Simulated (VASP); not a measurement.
# Pb (P6_3/mmc) in VASP: a series of runs, part 2 of 2

VASP 6.6.1.

## Step 3: Electric field gradients, PBE (volume scaled by 1.06, crystal datasets)

The input, INCAR:

```
SYSTEM = Pb
PREC = Accurate ; ENCUT = 520
EDIFF = 1E-8 ; ISMEAR = -1
SIGMA = 0.08 ; LREAL = .False.
LASPH = .True. ; NELM = 100
ALGO = Fast ; ISIF = 2
LWAVE = .False. ; LCHARG = .False.
GGA = PE ; LEFG = .True.
NBANDS = 21
```

The input, KPOINTS:

```
regular mesh
0
Gamma
  14 14 8
  0 0 0
```

The input, POSCAR:

```
Pb
1.0
    3.5482533262      0.0000000000      0.0000000000
   -1.7741266631      3.0728775195      0.0000000000
    0.0000000000      0.0000000000      5.6996356773
Pb
2
Direct
    0.3333333333      0.6666666667      0.2500000000
    0.6666666667      0.3333333333      0.7500000000
```

Potentials or basis: VASP PAW PBE potentials, release 64 (Pb_d).

The run is started by

```sh
$ cat potpaw_PBE.64/Pb_d/POTCAR > POTCAR
$ mpirun -np 1 vasp_std > vasp.out
```

OUTCAR:

```text
SYSTEM = Pb
   PREC = Accurate
   ENCUT = 520
   EDIFF = 1E-8
   ISMEAR = -1
   LREAL = .False.
   LASPH = .True.
   NELM = 100
   ISIF = 2
   GGA = PE

 ion  position               nearest neighbor table
   1  0.333  0.667  0.250-   2 3.51   2 3.51   2 3.51   2 3.51   2 3.51   2 3.51
   2  0.667  0.333  0.750-   1 3.51   1 3.51   1 3.51   1 3.51   1 3.51   1 3.51

  LATTYP: Found a hexagonal cell.
 ALAT       =     3.5482533262
 C/A-ratio  =     1.6063215203

  Lattice vectors:

 A1 = (   3.5482533262,   0.0000000000,   0.0000000000)
 A2 = (  -1.7741266631,   3.0728775195,   0.0000000000)
 A3 = (   0.0000000000,   0.0000000000,   5.6996356773)

Analysis of symmetry for initial positions (statically):
=====================================================================
 Subroutine PRICEL returns:
 Original cell was already a primitive cell.

 Routine SETGRP: Setting up the symmetry group for a
 hexagonal supercell.

 Subroutine GETGRP returns: Found 24 space group operations
 (whereof 12 operations were pure point group operations)
 out of a pool of 24 trial point group operations.

The static configuration has the point symmetry D_3d.
 The point group associated with its full space group is D_6h.

Analysis of symmetry for dynamics (positions and initial velocities):
=====================================================================
 Subroutine PRICEL returns:
 Original cell was already a primitive cell.

 Routine SETGRP: Setting up the symmetry group for a
 hexagonal supercell.

 Subroutine GETGRP returns: Found 24 space group operations
 (whereof 12 operations were pure point group operations)
 out of a pool of 24 trial point group operations.

The dynamic configuration has the point symmetry D_3d.
 The point group associated with its full space group is D_6h.

 Subroutine INISYM returns: Found 24 space group operations
 (whereof 12 operations are pure point group operations),
 and found     1 'primitive' translations

----------------------------------------------------------------------------------------

                                     Primitive cell

  volume of cell :      62.1451

  direct lattice vectors                    reciprocal lattice vectors
     3.548253326  0.000000000  0.000000000     0.281828806  0.162713937  0.000000000
    -1.774126663  3.072877519  0.000000000     0.000000000  0.325427875  0.000000000
     0.000000000  0.000000000  5.699635677     0.000000000  0.000000000  0.175449811

  length of vectors
     3.548253326  3.548253326  5.699635677     0.325427875  0.325427875  0.175449811

  position of ions in fractional coordinates (direct lattice)
     0.333333333  0.666666667  0.250000000
     0.666666667  0.333333333  0.750000000

  ion indices of the primitive-cell ions
   primitive index   ion index
                 1           1
                 2           2

----------------------------------------------------------------------------------------

 KPOINTS: regular mesh
[... 75 lines left out ...]
   ISYM   =      2    0-nonsym 1-usesym 2-fastsym
   POTIM  = 0.5000    time-step for ionic-motion
   TEBEG  =    0.0;   TEEND  =   0.0 temperature during run
   PSTRESS=    0.0 pullay stress
   NELECT =      28.0000    total number of electrons
   NUPDOWN=      -1.0000    fix difference up-down
   EMIN   =  10.00;   EMAX   =-10.00  energy-range for DOS
   EFERMI =   0.00;   METHOD = LEGACY
   ISMEAR =    -1;   SIGMA  =   0.08  broadening in eV -4-tet -1-fermi 0-gaus
   EFERMI_NEDOS =   21; number of points for ismear=-14 and -15
   IALGO  =     68    algorithm
   IMIX   =      4    mixing-type and parameters
     AMIX     =   0.40;   BMIX     =  1.00
     AMIX_MAG =   1.60;   BMIX_MAG =  1.00
  volume/ion in A,a.u.               =      31.07       209.69
  Fermi-wavevector in a.u.,A,eV,Ry     =   1.255043  2.371687 21.430976  1.575132
  Thomas-Fermi vector in A             =   2.388819
   LORBIT       =      0    0 simple, 1 ext, 2 COOP (PROOUT), +10 PAW based schemes
   GGA     = PE    functional components
   LHFCALC =     F    Hartree Fock is set to
   AEXX    =    0.0000 exact exchange contribution
   IVDW    =     0    specifies the selected vdW correction
   LEPSILON=     F    determine dielectric tensor
   LRPA    =     F    only Hartree local field effects (RPA)
 non-spin polarized calculation
 RMM-DIIS sequential band-by-band and
  energy-cutoff  :      520.00
  volume of cell :       62.15
 maximum number of plane-waves:      1711
 NGX is ok and might be reduce to    28
   NGX = 13   NGY = 13   NGZ = 21

 number of electron      28.0000000 magnetization

 Free energy of the ion-electron system (eV)
  ---------------------------------------------------
  ext. energy  EPLUGINS =         0.00000000
  ---------------------------------------------------
  free energy    TOTEN  =        -7.10049823 eV

  energy without entropy =       -7.07448994  energy(sigma->0) =       -7.08749408

 E-fermi :   6.9750     XC(G=0): -10.0699

 val. band max:        6.9559482072   @ k =   0.2857   0.2143   0.1250
 cond. band min:       6.9769152216   @ k =   0.2143   0.0714   0.1250
 fundamental gap:      0.0209670144
 Fermi energy:         6.9750261448

 k-point     1 :       0.0000    0.0000    0.0000
  band No.  band energies     occupation
      1     -10.0713      2.00000
      2     -10.0390      2.00000
      3     -10.0284      2.00000
      4     -10.0284      2.00000
      5     -10.0082      2.00000
      6     -10.0082      2.00000
[... 565 lines left out ...]
     20      19.0105      0.00000
     21      21.0441      0.00000

 [... further k-points ...]

------------------------ aborting loop because EDIFF is reached ----------------------------------------

  FORCE on cell =-STRESS in cart. coord.  units (eV):
  Direction    XX          YY          ZZ          XY          YZ          ZX
  --------------------------------------------------------------------------------------
  -------------------------------------------------------------------------------------
  Total        0.2272583      0.2272583      0.7747438      0.0000000      0.0000000      0.0000000
  in kB        5.8589993      5.8589993     19.9738479      0.0000000      0.0000000      0.0000000
  external PRESSURE =      10.5639489 kB  Pullay stress =       0.0000000 kB

 VOLUME and BASIS-vectors are now :
 -----------------------------------------------------------------------------
  energy-cutoff  :      520.00
  volume of cell :       62.15
      direct lattice vectors                 reciprocal lattice vectors
     3.548253326  0.000000000  0.000000000     0.281828806  0.162713937  0.000000000
    -1.774126663  3.072877519  0.000000000     0.000000000  0.325427875  0.000000000
     0.000000000  0.000000000  5.699635677     0.000000000  0.000000000  0.175449811

 POSITION                                       TOTAL-FORCE (eV/Angst)
 -----------------------------------------------------------------------------------
     -0.00000      2.04859      1.42491        -0.000000      0.000000      0.000000
      1.77413      1.02429      4.27473         0.000000     -0.000000      0.000000
 -----------------------------------------------------------------------------------
    total drift:                               -0.000000      0.000000     -0.000000

  FREE ENERGIE OF THE ION-ELECTRON SYSTEM (eV)
  ---------------------------------------------------
  free  energy   TOTEN  =        -7.1004982298 eV

  energy  without entropy=       -7.0744899386  energy(sigma->0) =       -7.08749408

 Electric field gradients (V/A^2)
---------------------------------------------------------------------
 ion       V_xx      V_yy      V_zz      V_xy      V_xz      V_yz
---------------------------------------------------------------------
   1      21.038    21.039   -42.077     0.001     0.000    -0.000
   2      21.038    21.039   -42.077     0.001    -0.000     0.000
---------------------------------------------------------------------

 Electric field gradients after diagonalization (V/A^2)
 (convention: |V_zz| > |V_xx| > |V_yy|)
----------------------------------------------------------------------
 ion       V_xx      V_yy      V_zz     asymmetry (V_yy - V_xx)/ V_zz
----------------------------------------------------------------------
   1      21.040    21.037   -42.077       0.000
   2      21.040    21.037   -42.077       0.000
----------------------------------------------------------------------

           NMR quadrupolar parameters

 Cq : quadrupolar parameter    Cq=e*Q*V_zz/h
 eta: asymmetry parameters     (V_yy - V_xx)/ V_zz
 Q  : nuclear electric quadrupole moment in mb (millibarn)
----------------------------------------------------------------------
 ion       Cq(MHz)       eta       Q (mb)
----------------------------------------------------------------------
   1      -0.102       0.000       1.000
   2      -0.102       0.000       1.000
----------------------------------------------------------------------
```

OSZICAR:

```text
N       E                     dE             d eps       ncg     rms          rms(c)
DAV:   1     0.295341653616E+03    0.29534E+03   -0.14219E+04  5045   0.161E+03
[... 18 lines left out ...]
RMM:  20    -0.710049851387E+01    0.29293E-06   -0.90373E-09  3650   0.930E-04    0.595E-04
RMM:  21    -0.710049831458E+01    0.19929E-06   -0.62884E-09  3117   0.984E-04    0.183E-04
RMM:  22    -0.710049825614E+01    0.58436E-07   -0.36501E-09  3081   0.700E-04    0.640E-05
RMM:  23    -0.710049824281E+01    0.13329E-07   -0.18210E-09  3071   0.513E-04    0.441E-05
RMM:  24    -0.710049825753E+01   -0.14718E-07   -0.94526E-10  2955   0.335E-04    0.666E-05
RMM:  25    -0.710049823318E+01    0.24358E-07   -0.54069E-10  2025   0.221E-04    0.229E-05
RMM:  26    -0.710049822983E+01    0.33419E-08   -0.28508E-10  1632   0.182E-04
   1 F= -.71004982E+01 E0= -.70874941E+01  d E =-.260083E-01
```

It took 1.9 min on 1 thread of Intel Xeon 6975P-C (Granite Rapids), shared host; peak memory 0.25 GiB.

Results:

- Free energy: -7.1005 eV
- Pressure: 1.1 GPa
- Band gap on the k mesh: none (metal or under the smearing width)

Electric field gradients, principal values (V/Å²):
```tsv
atom	Vxx	Vyy	Vzz
1 Pb	21.037	21.040	-42.077
2 Pb	21.037	21.040	-42.077
```

The run has no spin-orbit coupling, so splittings on Pb are missing.
